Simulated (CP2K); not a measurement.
BP:

```
P B
1.0
     3.20885    0.00000    0.00000
     1.60443    2.77895    0.00000
     1.60443    0.92632    2.62002
P B
1 1
Direct
  0.75000 0.75000 0.75000
  0.00000 0.00000 0.00000
```

Base run:

* Program: CP2K 2026.2
* Functional: LDA
* Potentials or basis: POTENTIAL_UZH P GTH-PBE-q5, B GTH-PBE-q3; TZVP-MOLOPT-PBE-GTH basis
* Density cutoff: 9184 eV
* k mesh: 10 × 10 × 10
* Occupations: fermi-dirac, width 0.05 eV
* Spin: no spin polarisation

Its results: band gap on the k mesh 1.21 eV, indirect (least direct gap 3.40 eV); pressure -1.1 GPa.

After a change of settings the same cell gave: band gap on the k mesh 1.51 eV, indirect (least direct gap 3.60 eV); pressure -0.4 GPa. Which change was it?
A. functional from LDA to vdW-DF2
B. functional from LDA to r2SCAN
C. functional from LDA to WC

B.

r2SCAN gives the wider gap, since meta-GGAs in the generalised Kohn-Sham scheme recover part of the derivative discontinuity.

Caveats: the potentials were made for another functional, which shifts forces and pressure; the basis of atomic orbitals isn't converged, which shifts pressures, moduli and gaps.
